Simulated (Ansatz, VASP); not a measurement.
## Two plane-wave programs on Mg

```xyz
2
Lattice="3.1325 0.0000 0.0000 -1.5663 2.7128 0.0000 0.0000 0.0000 5.0849" Properties=species:S:1:pos:R:3 pbc="T T T"
Mg    0.0000    1.8086    1.2712
Mg    1.5663    0.9043    3.8137
```

Alike in both runs: functional LDA; k mesh 11 × 11 × 6; occupations fermi-dirac, width 0.1 eV; no spin polarisation.

Ansatz relaxed the structure, and its values are those at the end. VASP's run is a single point on that final structure, the one shown.

|  | VASP | Ansatz |
| --- | --- | --- |
| version | VASP 6.6.1 | Ansatz 0.2.0 |
| potentials or method | VASP PAW LDA potentials, release 64 (Mg) | plane waves (420 eV) with PAW, scalar-relativistic |
| plane-wave cutoff (eV) | 520 | 420 |
| valence electrons in the cell | 4 | 20 |

|  | VASP | Ansatz | Ansatz less VASP |
| --- | --- | --- | --- |
| pressure (GPa) | -0.3 | 0.0 | +0.33 |

The two sets of potentials don't hold the same shells in valence. Ansatz warned: «pseudo_functional_mismatch».
